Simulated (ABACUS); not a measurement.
Wanted: an ASE script for an ABACUS 3.10.1 run.

| Item | Value |
| --- | --- |
| Task | single point |
| Functional | PBE |
| Potentials or basis | Ansatz NC PBE |
| Cutoff | 1252 eV |
| Density cutoff | 5007 eV |
| Basis | plane waves |
| k mesh | 5 × 4 × 5 |
| Occupations | fermi-dirac, width 0.05 eV |
| Spin | no spin polarisation |
| Radial cutoff of the potentials (pseudo_rcut) | 7 bohr |
| SCF threshold on the density | 1e-08 |
| Max SCF steps | 100 |
| Eigensolver | dav |
| Mixing | broyden |
| Mixing share | 0.7 |
| Symmetry key | 1 |

The structure of BaTiO3 lies in BaTiO3.cif:

```cif
data_BaTiO3
_cell_length_a 3.75275920
_cell_length_b 4.52573329
_cell_length_c 3.79350846
_cell_angle_alpha 93.52256709
_cell_angle_beta 80.29560017
_cell_angle_gamma 98.03236172
_space_group_name_H-M_alt 'P1'
_space_group_name_Hall 'P 1'
_space_group_IT_number 1
loop_
_space_group_symop_operation_xyz
'x,y,z'
loop_
_atom_site_label
_atom_site_type_symbol
_atom_site_symmetry_multiplicity
_atom_site_Wyckoff_symbol
_atom_site_fract_x
_atom_site_fract_y
_atom_site_fract_z
_atom_site_occupancy
Ba1 Ba 1 a 0.0036372600 0.9972694200 0.9985015400 1
Ti1 Ti 1 a 0.5002452300 0.5116078500 0.5101821300 1
O1 O 1 a 0.9983542100 0.4928168200 0.4950359800 1
O2 O 1 a 0.4999067000 0.5015397800 0.9945381500 1
O3 O 1 a 0.4978566000 0.9929861300 0.4979621900 1
```

One way to write it, as run:

run_abacus.py

```python
"""ABACUS run from a structure file: ASE reads it, the script writes STRU, KPT and INPUT."""
import re
import subprocess
from ase.io import read
from ase.units import Bohr

atoms = read("BaTiO3.cif")
atoms = atoms[(-atoms.numbers).argsort(kind="stable")]  # ABACUS lists atoms element by element
pseudo = {'Ba': 'Ba.upf', 'Ti': 'Ti.upf', 'O': 'O.upf'}
orbital = {}
magmoms = None
kmesh = [5, 4, 5]
params = {
    'suffix': 'BaTiO3',
    'calculation': 'scf',
    'basis_type': 'pw',
    'pseudo_dir': './',
    'symmetry': 1,
    'dft_functional': 'pbe',
    'ecutwfc': 92,
    'pseudo_rcut': 7,
    'nspin': 1,
    'nbands': 24,
    'ks_solver': 'dav',
    'smearing_method': 'fd',
    'smearing_sigma': 0.00367493,
    'scf_thr': 1e-08,
    'scf_nmax': 100,
    'mixing_type': 'broyden',
    'mixing_beta': 0.7,
    'cal_force': 1,
    'cal_stress': 1,
    'out_chg': 1,
    'out_pot': 2,
    'out_elf': 1,
}

symbols = atoms.get_chemical_symbols()
elements = list(dict.fromkeys(symbols))
lines = ["ATOMIC_SPECIES"] + [f"{e} {atoms.get_masses()[symbols.index(e)]:.4f} {pseudo[e]}" for e in elements]
if orbital:
    lines += ["", "NUMERICAL_ORBITAL"] + [orbital[e] for e in elements]
lines += ["", "LATTICE_CONSTANT", f"{1 / Bohr:.10f}", "", "LATTICE_VECTORS"]
lines += [" ".join(f"{x:.10f}" for x in v) for v in atoms.cell]
lines += ["", "ATOMIC_POSITIONS", "Direct"]
for e in elements:
    lines += ["", e, "0.0", str(symbols.count(e))]
    for i, p in enumerate(atoms.get_scaled_positions(wrap=False)):
        if symbols[i] == e:
            mag = "" if magmoms is None else " mag " + " ".join(str(x) for x in (magmoms[i] if isinstance(magmoms[i], list) else [magmoms[i]]))
            lines.append(" ".join(f"{x:.10f}" for x in p) + " 1 1 1" + mag)
open("STRU", "w").write("\n".join(lines) + "\n")
open("KPT", "w").write("K_POINTS\n0\nGamma\n%d %d %d 0 0 0\n" % tuple(kmesh))
open("INPUT", "w").write("INPUT_PARAMETERS\n" + "".join(f"{k:<20s}{v}\n" for k, v in params.items()))

done = subprocess.run(['mpirun', '-np', '4', 'abacus'])
if done.returncode:
    raise SystemExit(done.returncode)
log = open("OUT.BaTiO3/running_scf.log").read()
print("final energy (eV):", re.findall(r"FINAL_ETOT_IS (\S+)", log))
```

Potentials or basis: Ansatz NC PBE, plane waves.

The run is started by

```sh
$ OMP_NUM_THREADS=1 python run_abacus.py > log
```

It gave:

```yaml
Pressure: 17.2 GPa
Largest_force: 0.732 eV/Å
Band_gap_on_the_k_mesh: 0.61 eV, indirect (least direct gap 0.70 eV)
```

Caveat: there are fewer bands than atomic start orbitals, so a level may be missed at k points of high symmetry; spin-orbit coupling is left out, which moves the levels of the heavy elements; an odd mesh through Γ misses points on the zone boundary, where band edges often lie.

It took 100 s on 4 MPI ranks on Intel(R) Xeon(R) Platinum 8259CL CPU @ 2.50GHz (Skylake/Cascade Lake) (shared host), peak memory 0.52 GiB a rank.
